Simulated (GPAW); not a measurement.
Crystal: PtS2.

```
CELL_PARAMETERS angstrom
3.54320 0.00000 0.00000
-1.77160 3.06850 0.00000
0.00000 0.00000 5.03880
ATOMIC_POSITIONS crystal
Pt 0.00000 0.00000 0.00000
S 0.66667 0.33333 0.77300
S 0.33333 0.66667 0.22700
```

| Quantity | Value |
| --- | --- |
| Program | GPAW 26.7.0 |
| Task | relaxation of cell and atoms |
| Functional | PBEsol |
| Potentials or basis | PAW data sets generated in the run's folder for this functional |
| Cutoff | 600 eV |
| Basis | pw |
| k mesh | 6 × 6 × 4 |
| Occupations | fermi-dirac, width 0.05 eV |
| Spin | no spin polarisation |

At the start: pressure 6.4 GPa; volume 18.26 Å³/atom.

Question: How do energy, volume and symmetry change on relaxing?

Answer: Over 15 steps the energy falls by 24.3 meV/atom and the volume is 17.66 Å³/atom (-3.3 %); space group P-3m1 (No. 164, to 0.05 Å).

Step by step:
| step | energy change (eV) | largest force (eV/Å) | pressure (GPa) | volume (Å³) |
| --- | --- | --- | --- | --- |
| 1 | 0.0000 | 0.9726 | 6.42 | 54.78 |
| 2 | -0.0403 | 0.6238 | 3.52 | 55.36 |
| 3 | -0.0652 | 0.1212 | -0.44 | 56.18 |
| 4 | -0.0659 | 0.0780 | -0.68 | 56.18 |
| 5 | -0.0674 | 0.0011 | -0.89 | 56.04 |
| 6 | -0.0684 | 0.0306 | -0.68 | 55.78 |
| 7 | -0.0687 | 0.0136 | -0.26 | 55.54 |
| 8 | -0.0688 | 0.0070 | -0.06 | 55.46 |
| 9 | -0.0689 | 0.0232 | 0.07 | 55.40 |
| 10 | -0.0691 | 0.0512 | 0.28 | 55.25 |
| 11 | -0.0696 | 0.0901 | 0.58 | 54.92 |
| 12 | -0.0705 | 0.1353 | 0.95 | 54.20 |
| 13 | -0.0715 | 0.1438 | 1.08 | 53.30 |
| 14 | -0.0724 | 0.0916 | 0.68 | 52.91 |
| 15 | -0.0730 | 0.0125 | 0.05 | 52.97 |

Final structure:
```xyz
3
Lattice="3.5694 0.0000 0.0000 -1.7847 3.0912 0.0000 0.0000 0.0000 4.8009" Properties=species:S:1:pos:R:3 pbc="T T T"
Pt    0.0000    0.0000    0.0000
S     1.7847    1.0304    3.6025
S     0.0000    2.0608    1.1984
```

Caveat: later steps reuse the first step's grids.
